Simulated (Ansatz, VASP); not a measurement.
## Two plane-wave programs on Sb

INCAR

```
ALGO = Normal
EDIFF = 1E-6
ENCUT = 520
GGA = PE
ISIF = 2
ISMEAR = 0
LASPH = T
LCHARG = F
LREAL = F
LWAVE = F
NBANDS = 8
NELM = 100
PREC = Accurate
SIGMA = 0.028000000000000004
```

The input KPOINTS:

```
k-points
0
Gamma
  8 8 8
```

The input POSCAR:

```
Sb
1.0
    3.1600000000      0.0000000000      0.0000000000
    0.0000000000      3.1600000000      0.0000000000
    0.0000000000      0.0000000000      3.1600000000
Sb
1
Direct
    0.0000000000      0.0000000000      0.0000000000
```

The input input.yaml:

```yaml
crystal:
  lattice:
    - [3.16, 0.0, 0.0]
    - [0.0, 3.16, 0.0]
    - [0.0, 0.0, 3.16]
  atoms:
    - { symbol: Sb, position: [0.0, 0.0, 0.0] }
hamiltonian:
  xc: pbe
  pseudopotentials: { kind: paw }
kpoints:
  mp_grid: { grid: [8, 8, 8] }
scf:
  occupations: { method: gaussian, width: 0.028 }
output:
  forces: true
  stress: true
  eigenvalues: true
```

This isn't the form of Sb at room conditions, which is rhombohedral.

Alike in both runs: task single point; functional PBE; k mesh 8 × 8 × 8; occupations gaussian, width 0.028 eV; no spin polarisation.

```csv
,VASP,Ansatz
version,VASP 6.6.1,Ansatz 0.2.0
potentials or method,"VASP PAW PBE potentials, release 64 (Sb)",Ansatz PAW
plane-wave cutoff (eV),520,420
valence electrons in the cell,5,15
```

|  | VASP | Ansatz | Ansatz less VASP |
| --- | --- | --- | --- |
| gap on the k mesh at the Fermi level (eV) | none | none | - |
| pressure (GPa) | -2.3 | -2.3 | +0.04 |

A gap of «none» marks a metal or a gap that the smearing closes. The functional is the same, so the differences come from potentials, cutoffs and numerics. The two sets of potentials don't hold the same shells in valence.

The runs have no spin-orbit coupling, so splittings on Sb are missing.
